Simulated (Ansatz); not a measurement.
Runs of Ansatz 0.2.0 on ZrB2. It takes space group P6/mmm (No. 191, hexagonal). Conventional cell: a = 3.170 Å, b = 3.170 Å, c = 3.533 Å, α = 90.00°, β = 90.00°, γ = 120.00°. Zr (site symmetry 6/mmm) is surrounded by 12 B at 2.54 Å. B (site symmetry -6m2) is surrounded by 3 B at 1.83 Å. 

```tsv
task	level	cutoff (eV)	points for each segment of the path	gap on the mesh (eV)	pressure (GPa)	V0 of scaled cells (Å³/atom)	B0 (GPa)
band structure	LDA	420	14	none	-8.8	-	-
equation of state	LDA	420	-	-	-	9.89	(b)
equation of state	r2SCAN	500	-	-	-	10.28	(a)
band structure	r2SCAN	500	14	none	0.8	-	-
```

Alike in all rows: potentials or basis Ansatz PAW; no spin polarisation; cell as given; k mesh 10 × 10 × 8; smearing fermi-dirac 0.05 eV.

Problem. Fill in the values left out.

Solution. (a) 244; (b) 261.

Caveats: the PAW data sets come from PBE, with cores solved anew for the run's functional, which leaves a small shift of forces and pressure (some runs); the cell was scaled at fixed shape and fractional positions, which overstates the stiffness of a crystal with free parameters, most of all of layers and chains (some runs); the PAW data sets were made with another functional, which shifts forces and pressure a little (some runs).

A k mesh can miss the band edges, and the runs leave out spin-orbit coupling on Zr.

A gap of «none» marks a metal or a gap under the smearing width.

Runs at the PBE level aren't shown here.
